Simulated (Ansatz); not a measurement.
BeS: frozen-core PAW against all-electron methods

```
CELL_PARAMETERS angstrom
0.00000 2.43765 2.43765
2.43765 0.00000 2.43765
2.43765 2.43765 0.00000
ATOMIC_POSITIONS crystal
Be 0.00000 0.00000 0.00000
S 0.25000 0.25000 0.25000
```

Atom numbers follow the list: Be1, S2.

The cell was built from the zincblende type and relaxed in the same program, and has space group F-43m; it needn't be a known or the stable phase.

Methods: DFT, PBE, PAW with Ansatz's default frozen-core files, scalar-relativistic (Ansatz 0.2.0); DFT, PBE, all-electron PAW with datasets made for the crystal, scalar-relativistic (Ansatz 0.2.0); DFT, PBE, all-electron LAPW, scalar-relativistic (Ansatz 0.2.0).

For PAW: a Γ-centred 12×12×12 k mesh, Fermi–Dirac smearing of 0.05 eV, cutoff 420 eV, no spin polarisation. The crystal-made all-electron datasets (AE datasets) take a cutoff of 260 eV at this cell. LAPW targets a basis error of 1 meV/atom. The Ansatz runs share mesh, smearing and spin set-up. Plane-wave (PAW) pressures include the program's estimate of the Pulay term.

Stress and pressure are positive in compression.

Levels count from the top of the valence band.

```json
{"quantity": "pressure (GPa)", "PAW": "0.04", "AE datasets": "0.02", "LAPW": "0.03"}
{"quantity": "band gap (eV)", "PAW": "3.144", "AE datasets": "3.145", "LAPW": "3.145"}
{"quantity": "highest filled level at X (eV)", "PAW": "-2.587", "AE datasets": "-2.587", "LAPW": "-2.587"}
{"quantity": "lowest empty level at X (eV)", "PAW": "3.144", "AE datasets": "3.145", "LAPW": "3.145"}
{"quantity": "highest filled level at Γ (eV)", "PAW": "0.000", "AE datasets": "0.000", "LAPW": "0.000"}
{"quantity": "lowest empty level at Γ (eV)", "PAW": "5.658", "AE datasets": "5.660", "LAPW": "5.660"}
{"quantity": "highest filled level at L (eV)", "PAW": "-1.013", "AE datasets": "-1.013", "LAPW": "-1.013"}
{"quantity": "lowest empty level at L (eV)", "PAW": "5.410", "AE datasets": "5.411", "LAPW": "5.411"}
```

PAW's pressure differs from the LAPW value by +0.02 GPa. Datasets made for the crystal and LAPW share parts of one code, so their agreement isn't an independent check.
